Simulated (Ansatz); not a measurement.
Polymorphs of HgH

All numbers below come from DFT PBE, scalar-relativistic, plane waves, PAW (Ansatz). All cells share a 420 eV cutoff and Γ-centred k meshes spaced at most about 0.3 Å⁻¹ (about 0.25 or finer for metals, 2π included). No spin polarisation.

The zero of energy is the elements' standard structures at the same level (H₂ as a molecule); no fitted shifts are applied. The references include crystalline Hg.

All energies are static (0 K, no zero-point motion). The comparison covers the computed candidates alone. Spin–orbit coupling, which can matter for Hg, is left out. With hydrogen, zero-point motion can shift formation energies by some tens of meV/atom.

Invented guesses were relaxed alike, and ends that match in structure were merged. ΔE counts from the first row. Coordination counts H atoms around Hg (those within 1.25 times the shortest such distance or 1.15 times the sum of covalent radii; the shortest distance is added where it is long for a bond). The ends were matched against large subsets of the Crystallography Open Database and the Materials Project, so a missing match doesn't prove that a structure is unreported.

| # | reached from | type and space group | atoms | Å³/atom | coordination | ΔE (meV/atom) | gap on mesh (eV) | in databases |
| --- | --- | --- | --- | --- | --- | --- | --- | --- |
| 1 | tungsten carbide type (P-6m2) | tungsten carbide, P-6m2 (No. 187) | 2 | 14.7 | Hg 6 from 2.5 Å | 0 | 0.00 | no match |
| 2 | close-packed metal layers stacked AB | anti-nickel arsenide, P6_3/mmc (No. 194) | 4 | 14.7 | Hg 6 from 2.5 Å | 11 | 0.00 | no match |
| 3 | CoSn type (P6/mmm) | P6/mmm (No. 191) | 6 | 17.3 | Hg 4 from 2.4 Å | 132 | 0.00 | no match |

The lowest: Space group P-6m2 (No. 187), hexagonal, a = 3.353 Å, c = 3.013 Å. Around Hg lie 6 H at 2.45 Å; around H lie 6 Hg at 2.45 Å. Its energy over the elements is +0.71 eV/atom. The separate elements lie lower, so it is unstable against them. An observed structure of this formula, if there is one, may be missing.

```
Hg H
1.0
     3.35308    0.00000    0.00000
    -1.67654    2.90385    0.00000
     0.00000    0.00000    3.01286
Hg H
1 1
Direct
  0.00000 0.00000 0.00000
  0.66667 0.33333 0.50000
```

The second: Space group P6_3/mmc (No. 194), hexagonal, a = 3.498 Å, c = 5.556 Å. Around Hg lie 6 H at 2.45 Å; H is surrounded by 6 Hg at 2.45 Å and 2 H at 2.78 Å. Counting H atoms around Hg, the first and the second both have Hg 6 from 2.5 Å. Cells relaxed within their symmetry can be saddle points.

```
CELL_PARAMETERS angstrom
3.49844 0.00000 0.00000
-1.74922 3.02974 0.00000
0.00000 0.00000 5.55614
ATOMIC_POSITIONS crystal
Hg 0.33333 0.66667 0.75000
Hg 0.66667 0.33333 0.25000
H 0.00000 0.00000 0.00000
H 0.00000 0.00000 0.50000
```

Some types were kept out of the candidates beforehand, so the set may lack a known form.
